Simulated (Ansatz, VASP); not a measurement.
# One calculation of ZnS, two programs

Contents of INCAR:

```
SYSTEM = ZnS
PREC = Accurate
ENCUT = 520
EDIFF = 1E-6
ISMEAR = -1
SIGMA = 0.02
LREAL = .False.
LASPH = .True.
NELM = 80
ALGO = Normal
ISIF = 2
LWAVE = .False.
LCHARG = .True.
GGA = PE
LELF = .True.
LVHAR = .True.
NBANDS = 26
```

The input KPOINTS:

```
Automatic mesh
0
Gamma
  10 10 6
  0 0 0
```

File POSCAR:

```
ZnS
1.0
    3.8434800710      0.0000000000      0.0000000000
   -1.9217400354      3.3285513804      0.0000000000
    0.0000000000      0.0000000000      6.2997478413
Zn S
2 2
Direct
    0.3333333300      0.6666666700      0.0001396800
    0.6666666700      0.3333333300      0.5001396800
    0.3333333300      0.6666666700      0.3748603200
    0.6666666700      0.3333333300      0.8748603200
```

Input for Ansatz:

```yaml
crystal:
  lattice:
    - [3.843480071, 0.0, 0.0]
    - [-1.9217400354, 3.3285513804, 0.0]
    - [0.0, 0.0, 6.2997478413]
  atoms:
    - { symbol: Zn, position: [0.33333333, 0.66666667, 0.00013968] }
    - { symbol: Zn, position: [0.66666667, 0.33333333, 0.50013968] }
    - { symbol: S, position: [0.33333333, 0.66666667, 0.37486032] }
    - { symbol: S, position: [0.66666667, 0.33333333, 0.87486032] }
hamiltonian:
  xc: pbe
  pseudopotentials:
    kind: all_electron
    lapw: { muffin_tin_radii: { Zn: 1.127, S: 1.032 } }
kpoints:
  mp_grid: { grid: [10, 10, 6] }
scf:
  occupations: { method: fermi_dirac, width: 0.02 }
  convergence: { dr2_threshold: 1.0e-09 }
output:
  eigenvalues: true
basis:
  ecutwfc: 400
```

The cell is a database's computed one.

Alike in both runs: task single point; functional PBE; k mesh 10 × 10 × 6; occupations fermi-dirac, width 0.02 eV; no spin polarisation.

```csv
,VASP,Ansatz
version,VASP 6.6.1,Ansatz 0.2.0
potentials or method,"VASP PAW PBE potentials, release 64 (Zn, S)","all-electron LAPW, scalar-relativistic"
plane-wave cutoff (eV),520,see its input
```

```tsv
	VASP	Ansatz	Ansatz less VASP
gap on the k mesh at the Fermi level (eV)	2.09	2.09	-0.001
least direct gap on the mesh (eV)	2.09	2.09	-0.001
```

Ansatz ran all-electron here, so the differences hold the error of VASP's frozen core and of both bases.

A hybrid or GW would open this gap; PBE tends to underestimate it.
